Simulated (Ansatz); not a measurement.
# MgTe (F-43m) in Ansatz: band structure with PBE

Aim: the band structure of MgTe with PBE.

Everything below comes from runs of Ansatz 0.2.0. Logs are shortened: lines on timing, memory, paths and dates and some standing lists are left out, and cuts for length are marked.

## (1) The structure

Symmetry: F-43m, No. 216, cubic system. Conventional cell: a = 6.464 Å, b = 6.464 Å, c = 6.464 Å, α = 90.00°, β = 90.00°, γ = 90.00°. Around Te (site symmetry -43m) lie 4 Mg at 2.80 Å. Mg (site symmetry -43m) is surrounded by 4 Te at 2.80 Å.

The cell comes from a database or a generator and needn't be the stable form of this composition.

## (2) Band structure, PBE, spin-orbit coupling, no magnetisation

Input file run.py:

```python
import json

import ase.io
import numpy as np
import spglib

import ansatz as az

atoms = ase.io.read("MgTe.cif")
cell, frac, numbers = spglib.find_primitive((atoms.cell[:], atoms.get_scaled_positions(), atoms.numbers), symprec=1e-5)
atoms = ase.Atoms(numbers, cell=cell, scaled_positions=frac, pbc=True)

calculation = (
    az.Crystal.from_ase(atoms)
    .calculation()
    .kpoints(7, 7, 7)
    .functional("pbe")
    .pseudopotentials(kind="nc_fr")
    .spin("noncollinear", soc=True)
    .scf(extra_bands=6)
    .occupations(method="tetrahedron")
    .band_structure(path=(((0.0, 0.0, 0.0), (0.5, 0.0, 0.5), (0.5, 0.25, 0.75), (0.375, 0.375, 0.75), (0.0, 0.0,
        0.0), (0.5, 0.5, 0.5), (0.625, 0.25, 0.625), (0.5, 0.25, 0.75), (0.5, 0.5, 0.5), (0.375, 0.375, 0.75)),
        ((0.625, 0.25, 0.625), (0.5, 0.0, 0.5))), intervals=14)
    .fat_bands()
    .forces()
    .stress()
)
outcome = calculation.run(threads=2, events_out="events.jsonl")

report = outcome.report
for line in open("events.jsonl"):
    event = json.loads(line)
    if event["event"] == "scf_iter":
        d = event["data"]
        print(f"SCF {d['iter']:3d}  HF = {d['harris_foulkes_ev']:.6f} eV  dr2 = {d['dr2_ev']:.2e} eV")
    elif event["event"] in ("relax_step", "md_step"):
        d = event["data"]
        print(f"{event['event']} {d['step']:3d}  E = {d['lagrangian_ev']:.6f} eV")
np.set_printoptions(precision=5, suppress=True, linewidth=110)
print("converged:", report["converged"], "after", report["n_iterations"], "iterations")
print(f"free energy {report['free_energy_ev']:.6f} eV, Fermi level {report['fermi_energy_ev']:.4f} eV")
for key in ("band_edges_ev", "magnetization_mub", "site_moments_mub", "site_moments_nc_mub", "forces_ev_ang",
                "stress_gpa"):
    if report.get(key) is not None:
        print(key, np.array(report[key]), sep="\n")
```

Input file MgTe.cif:

```cif
data_MgTe
_cell_length_a 6.46399765
_cell_length_b 6.46399765
_cell_length_c 6.46399765
_cell_angle_alpha 90.00000000
_cell_angle_beta 90.00000000
_cell_angle_gamma 90.00000000
_space_group_name_H-M_alt 'F-43m'
_space_group_name_Hall 'F -4 2 3'
_space_group_IT_number 216
loop_
_space_group_symop_operation_xyz
'x,y,z'
'y,-x,-z'
'-x,-y,z'
'-y,x,-z'
'x,-y,-z'
'y,x,z'
'-x,y,-z'
'-y,-x,z'
'z,x,y'
'-z,y,-x'
'z,-x,-y'
'-z,-y,x'
'-z,x,-y'
'z,y,x'
'-z,-x,y'
'z,-y,-x'
'y,z,x'
'-x,-z,y'
'-y,z,-x'
'x,-z,-y'
'-y,-z,x'
'x,z,y'
'y,-z,-x'
'-x,z,-y'
'x,y+1/2,z+1/2'
'y,-x+1/2,-z+1/2'
'-x,-y+1/2,z+1/2'
'-y,x+1/2,-z+1/2'
'x,-y+1/2,-z+1/2'
'y,x+1/2,z+1/2'
'-x,y+1/2,-z+1/2'
'-y,-x+1/2,z+1/2'
'z,x+1/2,y+1/2'
'-z,y+1/2,-x+1/2'
'z,-x+1/2,-y+1/2'
'-z,-y+1/2,x+1/2'
'-z,x+1/2,-y+1/2'
'z,y+1/2,x+1/2'
'-z,-x+1/2,y+1/2'
'z,-y+1/2,-x+1/2'
'y,z+1/2,x+1/2'
'-x,-z+1/2,y+1/2'
'-y,z+1/2,-x+1/2'
'x,-z+1/2,-y+1/2'
'-y,-z+1/2,x+1/2'
'x,z+1/2,y+1/2'
'y,-z+1/2,-x+1/2'
'-x,z+1/2,-y+1/2'
'x+1/2,y,z+1/2'
'y+1/2,-x,-z+1/2'
'-x+1/2,-y,z+1/2'
'-y+1/2,x,-z+1/2'
'x+1/2,-y,-z+1/2'
'y+1/2,x,z+1/2'
'-x+1/2,y,-z+1/2'
'-y+1/2,-x,z+1/2'
'z+1/2,x,y+1/2'
'-z+1/2,y,-x+1/2'
'z+1/2,-x,-y+1/2'
'-z+1/2,-y,x+1/2'
'-z+1/2,x,-y+1/2'
'z+1/2,y,x+1/2'
'-z+1/2,-x,y+1/2'
'z+1/2,-y,-x+1/2'
'y+1/2,z,x+1/2'
'-x+1/2,-z,y+1/2'
'-y+1/2,z,-x+1/2'
'x+1/2,-z,-y+1/2'
'-y+1/2,-z,x+1/2'
'x+1/2,z,y+1/2'
'y+1/2,-z,-x+1/2'
'-x+1/2,z,-y+1/2'
'x+1/2,y+1/2,z'
'y+1/2,-x+1/2,-z'
'-x+1/2,-y+1/2,z'
'-y+1/2,x+1/2,-z'
'x+1/2,-y+1/2,-z'
'y+1/2,x+1/2,z'
'-x+1/2,y+1/2,-z'
'-y+1/2,-x+1/2,z'
'z+1/2,x+1/2,y'
'-z+1/2,y+1/2,-x'
'z+1/2,-x+1/2,-y'
'-z+1/2,-y+1/2,x'
'-z+1/2,x+1/2,-y'
'z+1/2,y+1/2,x'
'-z+1/2,-x+1/2,y'
'z+1/2,-y+1/2,-x'
'y+1/2,z+1/2,x'
'-x+1/2,-z+1/2,y'
'-y+1/2,z+1/2,-x'
'x+1/2,-z+1/2,-y'
'-y+1/2,-z+1/2,x'
'x+1/2,z+1/2,y'
'y+1/2,-z+1/2,-x'
'-x+1/2,z+1/2,-y'
loop_
_atom_site_label
_atom_site_type_symbol
_atom_site_symmetry_multiplicity
_atom_site_Wyckoff_symbol
_atom_site_fract_x
_atom_site_fract_y
_atom_site_fract_z
_atom_site_occupancy
Te1 Te 4 d 0.2500000000 0.2500000000 0.7500000000 1
Mg1 Mg 4 a 0.0000000000 0.0000000000 0.0000000000 1
```

Potentials or basis: Ansatz NC.

Command:

```sh
> python run.py
```

Output:

```text
DeckWarning: output.forces, output.stress, relax.cell or npt_langevin: where a Kohn–Sham band that disperses or a degenerate level is filled in part under the method tetrahedron, the forces or the stress that this run publishes need not agree with its energy (scf.occupations.method in the input reference, under Limitations); prefer a smearing scheme for the forces or the stress
DeckWarning: basis.ecutwfc = 1142.878222 eV, auto-derived from the records' recommended cutoffs: set by Mg (normal level)
PlacementWarning: RAYON_NUM_THREADS=2 ignored (pool sized by the plan → 2); use plan(threads=…)
SCF   1  HF = -4467.937636 eV  dr2 = 4.92e-01 eV
SCF   2  HF = -4467.821179 eV  dr2 = 1.92e-01 eV
SCF   3  HF = -4467.785587 eV  dr2 = 5.00e-03 eV
SCF   4  HF = -4467.786116 eV  dr2 = 6.99e-04 eV
SCF   5  HF = -4467.785872 eV  dr2 = 6.32e-06 eV
SCF   6  HF = -4467.785802 eV  dr2 = 1.67e-07 eV
SCF   7  HF = -4467.785802 eV  dr2 = 4.77e-09 eV
converged: True after 7 iterations
free energy -4467.785802 eV, Fermi level 4.6969 eV
band_edges_ev
[4.69687 6.83868]
magnetization_mub
0.0
site_moments_nc_mub
[[0. 0. 0.]
 [0. 0. 0.]]
forces_ev_ang
[[ 0. -0.  0.]
 [-0.  0. -0.]]
stress_gpa
[[ 0.8027  0.     -0.    ]
 [-0.      0.8027  0.    ]
 [-0.      0.      0.8027]]
```

bands.tsv:

```text
# k_distance	band_0	band_1	band_2	band_3	band_4	band_5	band_6	band_7	band_8	band_9	band_10	band_11	band_12	band_13	band_14	band_15	band_16	band_17	band_18	band_19	band_20	band_21	band_22	band_23	band_24	band_25	band_26	band_27	band_28	band_29	band_30	band_31	sigma_x_0	sigma_x_1	sigma_x_2	sigma_x_3	sigma_x_4	sigma_x_5	sigma_x_6	sigma_x_7	sigma_x_8	sigma_x_9	sigma_x_10	sigma_x_11	sigma_x_12	sigma_x_13	sigma_x_14	sigma_x_15	sigma_x_16	sigma_x_17	sigma_x_18	sigma_x_19	sigma_x_20	sigma_x_21	sigma_x_22	sigma_x_23	sigma_x_24	sigma_x_25	sigma_x_26	sigma_x_27	sigma_x_28	sigma_x_29	sigma_x_30	sigma_x_31	sigma_y_0	sigma_y_1	sigma_y_2	sigma_y_3	sigma_y_4	sigma_y_5	sigma_y_6	sigma_y_7	sigma_y_8	sigma_y_9	sigma_y_10	sigma_y_11	sigma_y_12	sigma_y_13	sigma_y_14	sigma_y_15	sigma_y_16	sigma_y_17	sigma_y_18	sigma_y_19	sigma_y_20	sigma_y_21	sigma_y_22	sigma_y_23	sigma_y_24	sigma_y_25	sigma_y_26	sigma_y_27	sigma_y_28	sigma_y_29	sigma_y_30	sigma_y_31	sigma_z_0	sigma_z_1	sigma_z_2	sigma_z_3	sigma_z_4	sigma_z_5	sigma_z_6	sigma_z_7	sigma_z_8	sigma_z_9	sigma_z_10	sigma_z_11	sigma_z_12	sigma_z_13	sigma_z_14	sigma_z_15	sigma_z_16	sigma_z_17	sigma_z_18	sigma_z_19	sigma_z_20	sigma_z_21	sigma_z_22	sigma_z_23	sigma_z_24	sigma_z_25	sigma_z_26	sigma_z_27	sigma_z_28	sigma_z_29	sigma_z_30	sigma_z_31
# fermi_ev = 4.696871
# lock_threshold_ev = 1e-12
# [0, 0, 0] at k_distance = 0.000000
[... 154 lines left out ...]
6.141449	-75.389549	-75.389549	-42.347365	-42.347360	-42.059030	-42.059019	-42.058937	-42.058935	-36.226114	-36.226060	-36.225809	-36.225774	-34.764289	-34.764216	-34.759877	-34.759838	-34.759813	-34.759803	-9.651592	-9.651395	-3.350101	-3.306014	-1.732839	-1.648634	-1.284446	-1.274046	2.680777	2.685390	3.385164	3.430755	8.780370	8.878483	-0.707105	0.707105	-0.235844	0.235824	0.508892	-0.444437	-0.026825	-0.037609	0.014264	0.013626	-0.298128	0.270237	-0.271703	0.270233	0.425665	-0.140130	-0.273291	-0.010772	0.707107	-0.707107	-0.689958	0.692496	0.258905	-0.191374	0.172924	-0.243638	0.706942	-0.707046	-0.706094	0.707008	-0.252801	0.021994	-0.000000	0.000000	-0.000000	0.000000	0.000000	-0.000000	-0.000000	0.000000	0.000000	-0.000000	0.000000	-0.000000	-0.000000	0.000000	0.000000	-0.000000	-0.000000	0.000000	0.000000	-0.000000	-0.000000	-0.000000	0.000000	-0.000000	0.000000	-0.000000	-0.000000	0.000000	-0.000000	0.000000	0.000000	-0.000000	0.707108	-0.707108	0.235844	-0.235824	-0.508892	0.444437	0.026825	0.037609	-0.014264	-0.013626	0.298128	-0.270237	0.271703	-0.270233	-0.425665	0.140130	0.273291	0.010772	-0.707107	0.707107	0.689958	-0.692496	-0.258905	0.191374	-0.172924	0.243638	-0.706942	0.707046	0.706094	-0.707008	0.252801	-0.021994
6.165996	-75.389549	-75.389549	-42.347365	-42.347360	-42.059029	-42.059021	-42.058937	-42.058935	-36.226110	-36.226069	-36.225803	-36.225776	-34.764282	-34.764226	-34.759866	-34.759840	-34.759816	-34.759806	-9.651737	-9.651589	-3.354449	-3.321923	-1.698357	-1.637497	-1.268304	-1.263083	2.641182	2.643414	3.330834	3.364475	8.878448	8.961775	-0.707105	0.707105	-0.235841	0.235825	0.498793	-0.450154	-0.021112	-0.027511	0.011857	0.008722	-0.293230	0.272651	-0.272133	0.271025	0.452806	-0.191868	-0.301231	0.041402	0.707107	-0.707107	-0.690381	0.692255	0.173498	-0.104148	0.086263	-0.157996	0.707007	-0.707055	-0.706266	0.706942	-0.242121	0.054979	-0.000000	0.000000	-0.000000	0.000000	-0.000000	0.000000	-0.000000	0.000000	-0.000000	0.000000	0.000000	-0.000000	-0.000000	0.000000	0.000000	0.000000	-0.000000	0.000000	0.000000	-0.000000	-0.000000	-0.000000	0.000000	0.000000	0.000000	-0.000000	0.000000	-0.000000	-0.000000	0.000000	-0.000000	0.000000	0.707108	-0.707108	0.235841	-0.235825	-0.498793	0.450154	0.021112	0.027511	-0.011857	-0.008722	0.293230	-0.272651	0.272133	-0.271025	-0.452806	0.191868	0.301231	-0.041402	-0.707107	0.707107	0.690381	-0.692255	-0.173498	0.104148	-0.086263	0.157996	-0.707007	0.707055	0.706266	-0.706942	0.242121	-0.054979
6.190543	-75.389549	-75.389549	-42.347364	-42.347361	-42.059028	-42.059023	-42.058936	-42.058934	-36.226105	-36.226077	-36.225796	-36.225778	-34.764273	-34.764236	-34.759858	-34.759841	-34.759817	-34.759809	-9.651869	-9.651769	-3.356191	-3.334760	-1.672526	-1.633361	-1.254167	-1.252268	2.609799	2.610542	3.295014	3.317053	8.958973	9.020157	-0.707108	0.707108	-0.235838	0.235828	0.489676	-0.457120	-0.014149	-0.018396	0.009418	0.004113	-0.288627	0.275095	-0.272420	0.271680	0.474318	-0.262398	-0.323403	0.112224	0.707107	-0.707107	-0.690767	0.692003	0.099414	-0.044640	0.027278	-0.083640	0.707058	-0.707072	-0.706417	0.706862	-0.224962	0.093031	0.000000	-0.000000	0.000000	-0.000000	0.000000	-0.000000	-0.000000	0.000000	0.000000	-0.000000	-0.000000	0.000000	-0.000000	0.000000	0.000000	0.000000	-0.000000	0.000000	-0.000000	0.000000	-0.000000	0.000000	0.000000	-0.000000	0.000000	-0.000000	0.000000	-0.000000	0.000000	-0.000000	0.000000	-0.000000	0.707106	-0.707106	0.235838	-0.235828	-0.489676	0.457120	0.014149	0.018396	-0.009418	-0.004113	0.288627	-0.275095	0.272420	-0.271680	-0.474318	0.262398	0.323403	-0.112224	-0.707107	0.707107	0.690767	-0.692003	-0.099414	0.044640	-0.027278	0.083640	-0.707058	0.707072	0.706417	-0.706862	0.224962	-0.093031
6.215091	-75.389549	-75.389549	-42.347363	-42.347362	-42.059027	-42.059024	-42.058935	-42.058934	-36.226099	-36.226085	-36.225790	-36.225781	-34.764264	-34.764246	-34.759850	-34.759842	-34.759817	-34.759813	-9.651952	-9.651902	-3.355192	-3.344551	-1.654107	-1.635010	-1.244696	-1.244292	2.589511	2.589625	3.276294	3.287171	9.017129	9.049672	-0.707108	0.707108	-0.235835	0.235830	0.480151	-0.463976	-0.007296	-0.008874	0.006430	0.000299	-0.284815	0.278086	-0.272496	0.272124	0.472246	-0.343771	-0.321779	0.193675	0.707107	-0.707107	-0.691119	0.691732	0.045328	-0.015637	-0.001249	-0.029236	0.707089	-0.707089	-0.706550	0.706770	-0.200632	0.132418	0.000004	-0.000004	0.000000	-0.000000	0.000000	-0.000000	-0.000000	0.000000	-0.000000	0.000000	0.000000	-0.000000	-0.000000	0.000000	-0.000000	0.000000	0.000000	-0.000000	0.000000	-0.000000	0.000000	0.000000	0.000000	0.000000	0.000000	-0.000000	0.000000	-0.000000	0.000000	-0.000000	-0.000000	-0.000000	0.707105	-0.707105	0.235835	-0.235830	-0.480151	0.463976	0.007296	0.008874	-0.006430	-0.000299	0.284815	-0.278086	0.272496	-0.272124	-0.472246	0.343771	0.321779	-0.193675	-0.707107	0.707107	0.691119	-0.691732	-0.045328	0.015637	0.001249	0.029236	-0.707089	0.707089	0.706550	-0.706770	0.200632	-0.132418
6.239638	-75.389549	-75.389549	-42.347362	-42.347362	-42.059026	-42.059026	-42.058934	-42.058934	-36.226092	-36.226092	-36.225786	-36.225786	-34.764256	-34.764256	-34.759846	-34.759846	-34.759816	-34.759816	-9.651965	-9.651965	-3.351341	-3.351341	-1.641872	-1.641872	-1.241368	-1.241368	2.582465	2.582465	3.273753	3.273753	9.048406	9.048406	-0.795364	0.795364	0.308699	-0.308699	0.231856	-0.231856	-0.000000	0.000000	-0.003932	0.003932	-0.311504	0.311504	0.303069	-0.303069	-0.406704	0.406704	-0.218485	0.218485	0.667245	-0.667245	0.757535	-0.757535	-0.020845	0.020845	-0.000000	0.000000	-0.167278	0.167278	-0.460621	0.460621	-0.141972	0.141972	-0.467225	0.467225	0.042145	-0.042145	-0.308301	0.308301	-0.606598	0.606598	-0.079132	0.079132	-0.126922	0.126922	0.126631	-0.126631	-0.089257	0.089257	-0.500493	0.500493	0.695338	-0.695338	-0.438643	0.438643	0.046241	-0.046241	0.308274	-0.308274	0.830706	-0.830706	0.158961	-0.158961	-0.416751	0.416751	-0.386131	0.386131	-0.118981	0.118981	0.098067	-0.098067	-0.000000	0.000000	-0.001852	0.001852	-0.008029	0.008029	-0.017254	0.017254	0.357292	-0.357292	-0.028437	0.028437	-0.267000	0.267000	0.425305	-0.425305	0.010306	-0.010306	0.000000	-0.000000	0.530945	-0.530945	-0.872517	0.872517	-0.022571	0.022571
```

engine_input.yaml:

```text
crystal:
  lattice:
    - [0.0, 3.2319988249999994, 3.2319988249999994]
    - [3.2319988249999994, 0.0, 3.2319988249999994]
    - [3.2319988249999994, 3.2319988249999994, 0.0]
  atoms:
    - { symbol: Te, position: [0.75, 0.75, 0.75] }
    - { symbol: Mg, position: [0.0, 0.0, 0.0] }
kpoints:
  mp_grid:
    grid: [7, 7, 7]
  band_path:
    path:
      - [[0.0, 0.0, 0.0], [0.5, 0.0, 0.5], [0.5, 0.25, 0.75], [0.375, 0.375, 0.75], [0.0, 0.0, 0.0], [0.5, 0.5, 0.5], [0.625, 0.25, 0.625], [0.5, 0.25, 0.75], [0.5, 0.5, 0.5], [0.375, 0.375, 0.75]]
      - [[0.625, 0.25, 0.625], [0.5, 0.0, 0.5]]
    npoints: 14
hamiltonian:
  xc: pbe
  pseudopotentials:
    kind: nc_fr
magnetization:
  noncollinear: true
  spin_orbit: true
scf:
  n_extra_bands: 6
  occupations:
    method: tetrahedron
output:
  fatbands: true
  forces: true
  stress: true
```

Run time: 2.2 min. Hardware: 2 threads of Arm Neoverse V1, shared host; peak memory 1.6 GiB.

What came out:

```
Free energy             : -4467.7858 eV
Pressure                : 0.8 GPa
Band gap on the k mesh  : 2.14 eV, direct
Band gap along the path : 2.14 eV, direct
```

Levels at the corners of the path, in eV from the valence-band top:
```tsv
point	band 24	band 25	band 26	band 27	band 28	band 29
Γ	0.00	0.00	0.00	2.14	2.14	5.20
X	-1.64	-1.24	-1.24	2.58	2.58	3.27
W	-1.96	-1.68	-1.62	4.29	4.31	5.25
K	-2.07	-1.20	-1.17	3.18	3.20	4.87
Γ	0.00	0.00	0.00	2.14	2.14	5.20
L	-0.94	-0.44	-0.44	2.95	2.95	5.26
U	-2.07	-1.20	-1.17	3.18	3.20	4.87
W	-1.96	-1.68	-1.62	4.29	4.31	5.25
L	-0.94	-0.44	-0.44	2.95	2.95	5.26
K	-2.07	-1.20	-1.17	3.18	3.20	4.87
U	-2.07	-1.20	-1.17	3.18	3.20	4.87
X	-1.64	-1.24	-1.24	2.58	2.58	3.27
```

Caveat: with tetrahedron occupations forces and stress needn't match the slope of the energy.
